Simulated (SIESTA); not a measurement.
An input for SIESTA 5.4.2 (TiB2):

The input TiB2.fdf:

```
SystemName                      TiB2
SystemLabel                     TiB2
NumberOfSpecies                 2
NumberOfAtoms                   3
%block ChemicalSpeciesLabel
  1  22 Ti
  2   5 B
%endblock ChemicalSpeciesLabel

LatticeConstant                 1.0 Ang
%block LatticeVectors
     3.0292000000     0.0000000000     0.0000000000
    -1.5146000000     2.6233641531     0.0000000000
     0.0000000000     0.0000000000     3.2284000000
%endblock LatticeVectors
AtomicCoordinatesFormat         Ang
%block AtomicCoordinatesAndAtomicSpecies
     0.0000000000     0.0000000000     0.0000000000  1
     1.5146000002     0.8744547176     1.6142000000  2
    -0.0000000002     1.7489094355     1.6142000000  2
%endblock AtomicCoordinatesAndAtomicSpecies

%block kgrid.MonkhorstPack
   10   0   0  0.0
    0  10   0  0.0
    0   0   8  0.0
%endblock kgrid.MonkhorstPack
XC.Functional                   GGA
XC.Authors                      PBE
PAO.BasisSize                   DZP
PAO.EnergyShift                 0.003 Ry
Mesh.Cutoff                     800 Ry
OccupationFunction              FD
ElectronicTemperature           0.05 Ang
MaxSCFIterations                60
SCF.MustConverge                false
SCF.Mixer.Method                Pulay
SCF.Mixer.Weight                0.25
SCF.Mixer.History               8
SCF.DM.Tolerance                5.0e-05
SCF.H.Tolerance                 1.0e-03 eV
WriteForces                     true
Charge.Mulliken                 end
Charge.Hirshfeld                end
Charge.Voronoi                  end
SaveRho                         true
SaveElectrostaticPotential      true
%block PAO.Basis
  Ti 5
  n=3 0 2
    3.144 0.000
  n=4 0 2
    8.756 0.000
  n=3 1 2
    3.568 0.000
  n=4 1 1
    8.756
  n=3 2 2
    6.267 0.000
%endblock PAO.Basis
```

Potentials or basis: PseudoDojo 0.4 standard (PBE files), DZP (energy shift 0.003 Ry; two zetas on semicore shells).

Command:

```console
$ siesta < TiB2.fdf > TiB2.out 2>&1
```

Question: What does the program do with it?

Answer: The run stopped without a result. It printed:

TiB2.out:

```text
Version         : 5.4.2

                           ***********************
                           *  WELCOME TO SIESTA  *
                           ***********************

 NOTE: Siesta V5 introduces some new defaults for basis-set generation
 NOTE: which might lead to slightly different numerical results.
 NOTE: Please see the manual for full details and compatibility measures.

[... 544 lines left out ...]
redata: Require H convergence for SCF               =   T
redata: Hamiltonian tolerance for SCF               =     0.001000 eV
redata: Require (free) Energy convergence for SCF   =   F
STOP Stopping Program
*************************************************************
ERROR

FDF module: fdf_convfac: Incompatible dimensions: energy:Ry , length:Ang

     File: fdf.F90
     Line:  2231
*************************************************************
redata: (free) Energy tolerance for SCF             =     0.000100 eV
redata: Using DFT-D3 dispersion                     =   F
redata: Using Saved Data (generic)                  =   F
redata: Use continuation files for DM               =   T
redata: Neglect nonoverlap interactions             =   F
redata: Method of Calculation                       = Diagonalization
```
